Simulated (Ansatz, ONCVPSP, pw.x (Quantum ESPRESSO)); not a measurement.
# What a changed setting does to a pw.x run (bcc Pt)

Potential: optimised norm-conserving Vanderbilt (ONCV), ONCVPSP 4.0.1.1 (patched build), PBE; core [Kr] 4d10 4f14, reference 5s2 5p6 5d9 6s1; waves: 5s+6s: rc 1.80 bohr, ncon 3, nbas 6, qcut 8.5 1/bohr, 2 projectors; 5p: rc 1.70 bohr, ncon 5, nbas 9, qcut 7.8 1/bohr, 2 projectors, debl 3.1 Ha; 5d: rc 1.35 bohr, ncon 4, nbas 8, qcut 6.6 1/bohr, 3 projectors, debl 2.5 Ha; local part: polynomial inside 1.30 bohr (lpopt 5, dvloc0 1 Ha); core correction: none.

The reference run (k-mesh 15³, cutoffs 65/260 Ry, Fermi–Dirac 0.01 Ry, mixing_beta 0.4, conv_thr 1e-9, no spin) gives -2.01 GPa at 15.859 Å³/atom, where all-electron LAPW gives -0.19 GPa. This run, with its own iteration cap, changes degauss to 0.002.

```
&control
  calculation='scf', prefix='x', pseudo_dir='./', outdir='./tmp', tstress=.true., disk_io='none'
/
&system
  ibrav=0, nat=1, ntyp=1, ecutwfc=65, ecutrho=260, nbnd=17,
  occupations='smearing', smearing='fd', degauss=0.002
/
&electrons
  conv_thr=1e-09, mixing_beta=0.4, electron_maxstep=60
/
ATOMIC_SPECIES
Pt 1.0 Pt.UPF
CELL_PARAMETERS angstrom
  -1.58272430 1.58272430 1.58272430
  1.58272430 -1.58272430 1.58272430
  1.58272430 1.58272430 -1.58272430
ATOMIC_POSITIONS crystal
Pt 0.0000 0.0000 0.0000
K_POINTS automatic
15 15 15 0 0 0
```

```bash
pw.x < Pt.scf.in > Pt.scf.out
```

Problem. How does the run end?

Solution. It converges in 8 iterations; the free energy moves by +25.2 meV/atom and the pressure by -0.51 GPa. In a metal, with Fermi–Dirac smearing, F lies below its zero-width value by a term in the square of the width.

```
Message from routine setup:
     using ibrav=0 with symmetry is DISCOURAGED, use correct ibrav instead
     lattice parameter (alat)  =       5.1804  a.u.
     unit-cell volume          =     107.0218 (a.u.)^3
     number of electrons       =        18.00
     number of Kohn-Sham states=           17
     kinetic-energy cutoff     =      65.0000  Ry
     charge density cutoff     =     260.0000  Ry
     scf convergence threshold =      1.0E-09
     Exchange-correlation= PBE
     number of k points=   120  Fermi-Dirac smearing, width (Ry)=  0.0020
     iteration #  1     ecut=    65.00 Ry     beta= 0.40
     total energy              =    -241.69709698 Ry
     estimated scf accuracy    <       0.07848501 Ry
     iteration #  2     ecut=    65.00 Ry     beta= 0.40
     total energy              =    -241.70784742 Ry
     estimated scf accuracy    <       0.00311955 Ry
     iteration #  3     ecut=    65.00 Ry     beta= 0.40
     total energy              =    -241.70787703 Ry
     estimated scf accuracy    <       0.00071724 Ry
     [... 2 iterations left out ...]
     iteration #  6     ecut=    65.00 Ry     beta= 0.40
     total energy              =    -241.70791896 Ry
     estimated scf accuracy    <       0.00000004 Ry
     iteration #  7     ecut=    65.00 Ry     beta= 0.40
     total energy              =    -241.70791896 Ry
     estimated scf accuracy    <          4.8E-09 Ry
     iteration #  8     ecut=    65.00 Ry     beta= 0.40
     the Fermi energy is    21.7439 ev
!    total energy              =    -241.70791897 Ry
     estimated scf accuracy    <          3.0E-11 Ry
     smearing contrib. (-TS)   =      -0.00014122 Ry
     The total energy is F=E-TS. E is the sum of the following terms:
     one-electron contribution =     -61.98756298 Ry
     hartree contribution      =      40.59825741 Ry
     xc contribution           =     -23.20296451 Ry
     ewald contribution        =    -197.11550766 Ry
     convergence has been achieved in   8 iterations
          total   stress  (Ry/bohr**3)                   (kbar)     P=      -25.22
     Message from routine punch:
     Nothing written, as per user request (disk_io='none')
```

The run took about 48 s on one core of a shared host (Neoverse-N1, 64 threads, 124 GiB, load 55).
